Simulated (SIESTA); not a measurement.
# Sn under changes of volume

One of the cells (27.353 Å³/atom); the others are scaled copies at fixed shape and fractional positions:

```
CELL_PARAMETERS angstrom
-2.02919 2.02919 1.66076
2.02919 -2.02919 1.66076
2.02919 2.02919 -1.66076
ATOMIC_POSITIONS crystal
Sn 0.00000 0.00000 0.00000
```

This isn't the form of Sn at room conditions, which is tetragonal (white tin).

| Quantity | Value |
| --- | --- |
| Program | SIESTA 5.4.2 |
| Functional | LDA |
| Potentials or basis | PseudoDojo 0.4 standard (LDA files) |
| Basis | DZP (energy shift 0.003 Ry; two zetas on semicore shells) |
| Grid cutoff | 500 Ry |
| Energy shift | 0.003 Ry |
| k mesh | 10 × 10 × 10 |
| Occupations | fermi-dirac, width 0.05 eV |
| Spin | no spin polarisation |

```csv
volume (Å³/atom),energy over the lowest point (meV/atom),pressure (GPa)
25.712,1.08,1.0
26.259,0.00,-0.2
26.806,?,?
27.353,9.34,-2.3
27.901,19.00,-3.2
28.448,31.46,-4.0
28.995,46.41,-4.7
```

What does the run at 26.806 Å³/atom give?

Energy over the lowest point 2.89 meV/atom; pressure -1.3 GPa.

Worked out: A Birch-Murnaghan fit of order 3 (a polynomial in V^(-2/3)) to the other rows has its minimum at 26.13 Å³/atom with B0 = V·E''(V) = 57 GPa and B' = 4.5 at fixed shape and positions, which overstates the stiffness. It gives 2.89 meV/atom at 26.806 Å³/atom, against the run's 2.89, and -dE/dV = -1.4 GPa, against -1.3.

Energies are extrapolated to zero smearing.

Caveats: the basis of atomic orbitals isn't converged, which shifts pressures, moduli and gaps.
